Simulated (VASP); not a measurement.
VASP input:

**INCAR**
```
SYSTEM = BaSnO3
PREC = Accurate; ENCUT = 520; LREAL = .False.
LASPH = .True.
EDIFF = 1E-8; NELM = 100; ALGO = Normal
LMAXMIX = 4; LMIXTAU = .True.
ISMEAR = 0; SIGMA = 0.05
METAGGA = R2SCAN
IBRION = 1; NSW = 30; ISIF = 2
EDIFFG = -0.001
LWAVE = .False.; LCHARG = .False.
```

File KPOINTS:
```
Automatic mesh
0
Gamma
5 5 5
0 0 0
```

### POSCAR
```
BaSnO3
1
    4.1446870009    -0.0000000000    -0.0000000000
   -0.0000000000     4.1446870009    -0.0000000000
    0.0000000000     0.0000000000     4.1446870009
Ba Sn O
1 1 3
Direct
  0.0000000000   0.0000000000   0.0000000000
  0.5000000000   0.5000000000   0.5000000000
  0.5000000000   0.0000000000   0.5000000000
  0.0000000000   0.5000000000   0.5000000000
  0.5000000000   0.5000000000   0.0000000000
```

POTCAR, in this order: Ba_sv Sn_d O (PBE.64 set). Program: vasp_std.

Task: Translate this r2SCAN calculation to Ansatz.

Result: One equivalent input (not run):
Ansatz 0.2 input:
```yaml
crystal:
  lattice:
    - [4.1446870, 0.0000000, 0.0000000]
    - [0.0000000, 4.1446870, 0.0000000]
    - [0.0000000, 0.0000000, 4.1446870]
  atoms:
    - { symbol: Ba, position: [0.0000000, 0.0000000, 0.0000000] }
    - { symbol: Sn, position: [0.5000000, 0.5000000, 0.5000000] }
    - { symbol: O, position: [0.5000000, 0.0000000, 0.5000000] }
    - { symbol: O, position: [0.0000000, 0.5000000, 0.5000000] }
    - { symbol: O, position: [0.5000000, 0.5000000, 0.0000000] }
kpoints:
  mp_grid: { grid: [5, 5, 5] }
hamiltonian:
  xc: r2scan
  pseudopotentials: { kind: paw }
scf:
  occupations: { method: gaussian, width: 0.05 }
  max_iter: 100
relax:
  max_steps: 30
  f_tol: 0.001
output: { forces: true, stress: true, eigenvalues: true }
```
The two are equivalent in intent, not identical: each code has its own PAW files, so the cut-off isn't converted (ENCUT is set for VASP's; basis.ecutwfc is left out, and Ansatz then takes the one that its files recommend); Ansatz stops its SCF on the density residual and VASP on the energy change (EDIFF).

The compound is BaSnO3 in the cubic perovskite structure. It was relaxed first. The start is the result of an earlier pass.
